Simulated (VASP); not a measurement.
The system is TiTe.

```
CELL_PARAMETERS angstrom
0.00000 3.05007 3.05007
3.05007 0.00000 3.05007
3.05007 3.05007 0.00000
ATOMIC_POSITIONS crystal
Ti 0.50000 0.50000 0.50000
Te 0.00000 0.00000 0.00000
```

The cell comes from a database or a generator and needn't be the stable form of this composition.

Base run:

| Quantity | Value |
| --- | --- |
| Program | VASP 6.6.1 |
| Functional | r2SCAN |
| Potentials or basis | VASP PAW PBE potentials, release 64 (Ti_sv, Te) |
| Cutoff | 520 eV |
| k mesh | 8 × 8 × 8 |
| Occupations | fermi-dirac, width 0.05 eV |
| Spin | no spin polarisation |
| Hubbard terms | Ti d U = 4 eV |

Its results: band gap on the k mesh none (metal or under the smearing width); pressure -9.5 GPa.

Task: The run is repeated on the same cell with these changes: hubbard terms from Ti d U = 4 eV to Ti d U = 3 eV. What comes out?

Result: Band gap on the k mesh none (metal or under the smearing width); pressure -9.9 GPa.

Caveats: the PAW data sets were made with another functional, which shifts forces and pressure a little; U without spin polarisation on a metal has little footing; the U is typed as a test and isn't derived for this compound.

Not every run made on this cell is shown here.
